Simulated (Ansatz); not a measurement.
CoPt:
```
CELL_PARAMETERS angstrom
      2.67584     0.00000     0.00000
      0.00000     2.67584     0.00000
      0.00000     0.00000     3.72974
ATOMIC_POSITIONS crystal
  Co 0.00000 0.00000 0.00000
  Pt 0.50000 0.50000 0.50000
```
The run is spin-polarised; directions of the spins, atom by atom: ↑ ↑.

Relaxed with r²SCAN.

**Question.** Give the Bader charges and basin volumes of the independent atoms, the program Ansatz at the r²SCAN level (PAW).

**Answer.** 

| atom | Bader charge (e) | Bader volume (Å³) |
|---|---|---|
| Co1 | +0.58 | 10.0 |
| Pt2 | -0.58 | 16.7 |

Space group P4/mmm (L1₀ or tetragonal B2). The r²SCAN relaxation kept the symmetry of its start. The final state is ferromagnetic, chosen from 5 collinear starts compared on coarse meshes (ties went to the first, and starts can fall back to one state), not a proven ground state. Textbook magnetic order: ferromagnetic. Other orbital occupations within this spin state were not tried. Scalar-relativistic: spin–orbit coupling is off unless named, which matters more the heavier the elements.

Potentials: the earlier of the program's two PAW sets.
